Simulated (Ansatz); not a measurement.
# C: the cost of one run

Program: Ansatz 0.2.0. Level of theory: DFT PBEsol, scalar-relativistic, plane waves, PAW. These are calculated values, not measurements.

1 further run of the same task is left out (set aside as unsound or not needed).

## 1. The system as given

The structure is cubic, space group Fd-3m (No. 227). Conventional cell: a = 3.554 Å, b = 3.554 Å, c = 3.554 Å, α = 90.00°, β = 90.00°, γ = 90.00°. C (site symmetry -43m) has 4 C at 1.54 Å as nearest neighbours.

As a file:

```
CELL_PARAMETERS angstrom
0.00000 1.77690 1.77690
1.77690 0.00000 1.77690
1.77690 1.77690 0.00000
ATOMIC_POSITIONS crystal
C 0.50000 0.50000 0.50000
C 0.75000 0.75000 0.75000
```

It is the result of an earlier relaxation at this level (volume 5.61 Å³/atom; gap on the mesh: 4.07 eV).

The bulk reference comes from a run made before at the same settings: -246.6680 eV/atom.

## 2. The (100) slab

Planes are indexed in the bulk's conventional cell (Fd-3m (No. 227)), a = 3.554 Å, b = 3.554 Å, c = 3.554 Å, α = 90.00°, β = 90.00°, γ = 90.00°.

Cut from the relaxed bulk: a (100) slab, 11.5 Å thick as cut, with 15 Å of vacuum; its outer planes are C (top) and C (bottom).

The slab as cut. Layers, bottom to top:

| plane | atoms per cell | height over the lowest (Å) |
| --- | --- | --- |
| 1 | C | 0.00 |
| 2 | C | 0.89 |
| 3 | C | 1.78 |
| 4 | C | 2.67 |
| 5 | C | 3.55 |
| 6 | C | 4.44 |
| 7 | C | 5.33 |
| 8 | C | 6.22 |
| 9 | C | 7.11 |
| 10 | C | 8.00 |
| 11 | C | 8.88 |
| 12 | C | 9.77 |
| 13 | C | 10.66 |
| 14 | C | 11.55 |

## 3. The slab as cut, atoms at the bulk's places

The cell repeats along c, and a dipole correction in the vacuum removes the field between the copies.

input.yaml

```yaml
crystal:
  lattice:
    - [2.5129226041, 0.0, 0.0]
    - [0.0, 2.5129226041, 0.0]
    - [0.0, 0.0, 26.5498799905]
  atoms:
    - { symbol: C, position: [0.0, 0.5, 0.2824871526] }
    - { symbol: C, position: [0.0, 0.0, 0.3159506676] }
    - { symbol: C, position: [0.5, 0.0, 0.3494141826] }
    - { symbol: C, position: [0.5, 0.5, 0.3828776975] }
    - { symbol: C, position: [0.0, 0.5, 0.4163412125] }
    - { symbol: C, position: [0.0, 0.0, 0.4498047275] }
    - { symbol: C, position: [0.5, 0.0, 0.4832682425] }
    - { symbol: C, position: [0.5, 0.5, 0.5167317575] }
    - { symbol: C, position: [0.0, 0.5, 0.5501952725] }
    - { symbol: C, position: [0.0, 0.0, 0.5836587875] }
    - { symbol: C, position: [0.5, 0.0, 0.6171223025] }
    - { symbol: C, position: [0.5, 0.5, 0.6505858174] }
    - { symbol: C, position: [0.0, 0.5, 0.6840493324] }
    - { symbol: C, position: [0.0, 0.0, 0.7175128474] }
basis:
  ecutwfc: 420
kpoints:
  mp_grid: { grid: [11, 11, 1] }
hamiltonian:
  xc: pbesol
scf:
  occupations: { method: gaussian, width: 0.05 }
output:
  forces: true
  stress: true
  eigenvalues: true
efield:
  axis: 3
  dipole_correction: true
```

Q: Estimate wall time and peak memory on 1 thread of an Arm CPU, shared host.

About 32 s, with a peak of 0.44 GiB.
